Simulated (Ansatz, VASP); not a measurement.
## CdSe in VASP and in Ansatz

The input POSCAR:

```
CdSe
1.0
    4.2643269302      0.0000000000      0.0000000000
   -2.1321634651      3.6930154516      0.0000000000
    0.0000000000      0.0000000000      7.1913142970
Cd Se
2 2
Direct
    0.3333333333      0.6666666667      0.0033212202
    0.6666666667      0.3333333333      0.5033212202
    0.3333333333      0.6666666667      0.3716787798
    0.6666666667      0.3333333333      0.8716787798
```

The input INCAR.step1:

```
PREC = Accurate ; ENCUT = 520
ISMEAR = 0 ; SIGMA = 0.01
LREAL = False ; LASPH = True
NELM = 100 ; NBANDS = 26
GGA = PE ; ALGO = Normal
EDIFF = 1E-4 ; LWAVE = True
LCHARG = False
```

The input INCAR.step2:

```
PREC = Accurate ; ENCUT = 520
EDIFF = 1E-6 ; ISMEAR = 0
SIGMA = 0.01 ; LREAL = False
LASPH = True ; NELM = 100
ALGO = Normal ; ISIF = 2
LWAVE = False ; LCHARG = False
METAGGA = R2SCAN ; LMIXTAU = True
NBANDS = 26 ; ISTART = 1
```

The input KPOINTS:

```
Automatic mesh
0
Gamma
  12 12 4
```

Input for Ansatz:

```yaml
crystal:
  lattice:
    - [4.2643269302, 0.0, 0.0]
    - [-2.1321634651, 3.6930154516, 0.0]
    - [0.0, 0.0, 7.191314297]
  atoms:
    - { symbol: Cd, position: [0.3333333333, 0.6666666667, 0.0033212202] }
    - { symbol: Cd, position: [0.6666666667, 0.3333333333, 0.5033212202] }
    - { symbol: Se, position: [0.3333333333, 0.6666666667, 0.3716787798] }
    - { symbol: Se, position: [0.6666666667, 0.3333333333, 0.8716787798] }
kpoints:
  mp_grid: { grid: [12, 12, 4] }
  band_path:
    path:
      - [0.0, 0.0, 0.0]
      - [0.5, 0.0, 0.0]
      - [0.3333333333, 0.3333333333, 0.0]
      - [0.0, 0.0, 0.5]
      - [0.5, 0.0, 0.5]
      - [0.3333333333, 0.3333333333, 0.5]
    npoints: 1
hamiltonian:
  xc: r2scan
scf:
  occupations: { method: fixed }
  n_extra_bands: 5
output:
  forces: true
  stress: true
  eigenvalues: true
```

Change from the starting cell: epitaxial_xy strain -1.8%.

Alike in both runs: task single point; functional r2SCAN; k mesh 12 × 12 × 4; no spin polarisation.

```csv
,VASP,Ansatz
version,VASP 6.6.1,Ansatz 0.2.0
potentials or method,"VASP PAW PBE potentials, release 64 (Cd, Se)","plane waves, PAW"
plane-wave cutoff (eV),520,500
occupations,"gaussian, width 0.01 eV",fixed
valence electrons in the cell,36,72
```

```csv
,VASP,Ansatz,Ansatz less VASP
gap on the k mesh at the Fermi level (eV),1.06,1.07,+0.011
pressure (GPa),1.2,1.0,-0.26
largest component of the traceless stress (GPa),0.97,0.97,-0.004
rms of the force components (eV/Å),0.002,0.003,+0.0015
```

Atom by atom the forces differ by 0.001 eV/Å (rms over components). The two sets of potentials don't hold the same shells in valence.

Caveats: the PAW data sets were made with another functional, which shifts forces and pressure a little (VASP). A k mesh can miss the band edges.
